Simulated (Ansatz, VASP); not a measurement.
**HgTe: VASP beside Ansatz**

The input INCAR:

```
SYSTEM = HgTe
PREC = Accurate
ENCUT = 520
EDIFF = 1E-6
ISMEAR = 0
SIGMA = 0.1
LREAL = .FALSE.
LASPH = .TRUE.
NELM = 150
ALGO = Normal
ISIF = 2
LWAVE = .FALSE.
LCHARG = .TRUE.
ISPIN = 2
MAGMOM = 0.11 0.71
LORBIT = 11
GGA = PE
LELF = .TRUE.
LVHAR = .TRUE.
NBANDS = 20
```

Contents of KPOINTS:

```
Automatic mesh
0
G
  2 2 2
  0 0 0
```

Contents of POSCAR:

```
HgTe
1.0
    0.0000000000      3.0771170000      3.0771170000
    3.0771170000      0.0000000000      3.0771170000
    3.0771170000      3.0771170000      0.0000000000
Hg Te
1 1
Direct
    0.0000000000      0.0000000000      0.0000000000
    0.5000000000      0.5000000000      0.5000000000
```

Input for Ansatz:

```yaml
crystal:
  lattice:
    - [0.0, 3.077117, 3.077117]
    - [3.077117, 0.0, 3.077117]
    - [3.077117, 3.077117, 0.0]
  atoms:
    - { symbol: Hg, position: [0.0, 0.0, 0.0] }
    - { symbol: Te, position: [0.5, 0.5, 0.5] }
basis:
  ecutwfc: 480
kpoints:
  mp_grid: { grid: [2, 2, 2] }
hamiltonian:
  xc: pbe
scf:
  occupations: { method: gaussian, width: 0.1 }
  lower_state_search: "off"
  mixing: { ndim: 2 }
  initial_density: { chi_scale: 0, normalization: atom }
  convergence: { dr2_threshold: "1e-8 eV" }
  max_iter: 75
output:
  forces: true
  stress: true
  eigenvalues: true
magnetization:
  spin_polarized: true
  initial_magnetization: 1.0
```

Alike in both runs: task single point; functional PBE; k mesh 2 × 2 × 2; occupations gaussian, width 0.1 eV; collinear spin.

|  | VASP | Ansatz |
| --- | --- | --- |
| version | VASP 6.6.1 | Ansatz 0.2.0 |
| potentials or method | VASP PAW PBE potentials, release 64 (Hg, Te) | scalar-relativistic, plane waves, PAW |
| plane-wave cutoff (eV) | 520 | 480 |
| valence electrons in the cell | 18 | 36 |

Ansatz gave:

| Quantity | Value |
| --- | --- |
| gap on the k mesh at the Fermi level (eV) | none |
| pressure (GPa) | 5.7 |
| net moment per atom (μB) | 0.50 |
| size of the moment on the site where the two differ most (μB) | 0.65 |

Estimate VASP's values.

gap on the k mesh at the Fermi level (eV): none; pressure (GPa): 5.9; net moment per atom (μB): 0.50; size of the moment on the site where the two differ most (μB): 0.56.

Site moments also hang on the region over which each program counts them. A gap of «none» marks a metal or a gap that the smearing closes. The two sets of potentials don't hold the same shells in valence. Ansatz warned: «stress_scf_threshold_loose».

Caveats: the k mesh is coarse (spacing up to 0.88 Å⁻¹), so the values aren't converged. Spin-orbit coupling is left out, which matters for the levels of Hg, Te.
